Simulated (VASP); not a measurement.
The system is BN.

```
B N
1.0
     0.00000    3.49532    2.16609
     1.25163    0.00000    2.16609
     1.25163    3.49532    0.00000
B N
1 1
Direct
  0.00005 0.00005 0.99995
  0.66665 0.66665 0.33335
```

Measurements of this composition are mostly on another form, of space group No. 194.

* Program: VASP 6.6.1
* Task: relaxation of cell and atoms
* Functional: r2SCAN
* Dispersion: rVV10
* Potentials or basis: VASP PAW PBE potentials, release 64 (B, N)
* Cutoff: 600 eV
* k mesh: 12 × 12 × 12
* Occupations: gaussian, width 0.02 eV
* Spin: no spin polarisation

At the start: pressure -0.6 GPa; volume 9.48 Å³/atom.

Q: Where does the relaxation end?

A: Over 17 steps the energy falls by 3.7 meV/atom and the volume is 8.87 Å³/atom (-6.4 %); space group Fmm2 (No. 42, to 0.05 Å).

The path:
| step | energy change (eV) | largest force (eV/Å) | pressure (GPa) | volume (Å³) |
| --- | --- | --- | --- | --- |
| 1 | 0.0000 | 0.0086 | -0.65 | 18.95 |
| 2 | -0.0009 | 0.0246 | -0.38 | 18.85 |
| 3 | -0.0032 | 0.1247 | 0.45 | 18.53 |
| 4 | -0.0043 | 0.3262 | 2.29 | 17.91 |
| 5 | -0.0045 | 0.2642 | 1.70 | 18.10 |
| 6 | -0.0046 | 0.2544 | 1.67 | 18.08 |
| 7 | -0.0051 | 0.2251 | 1.58 | 18.04 |
| 8 | -0.0060 | 0.1663 | 1.40 | 17.95 |
| 9 | -0.0070 | 0.0489 | 1.05 | 17.78 |
| 10 | -0.0061 | 0.1860 | 0.42 | 17.44 |
| 11 | -0.0071 | 0.0153 | 0.87 | 17.69 |
| 12 | -0.0072 | 0.0037 | 0.64 | 17.70 |
| 13 | -0.0073 | 0.0268 | 0.03 | 17.74 |
| 14 | -0.0073 | 0.0137 | 0.00 | 17.74 |
| 15 | -0.0073 | 0.0016 | -0.03 | 17.75 |
| 16 | -0.0073 | 0.0016 | -0.01 | 17.75 |
| 17 | -0.0073 | 0.0010 | 0.03 | 17.74 |

Final structure:
```
CELL_PARAMETERS angstrom
0.00000 3.27392 2.16476
1.25181 0.00000 2.16476
1.25181 3.27392 0.00000
ATOMIC_POSITIONS crystal
B 0.00012 0.00012 0.99988
N 0.66658 0.66658 0.33342
```

Caveat: the PAW data sets were made with another functional, which shifts forces and pressure a little.
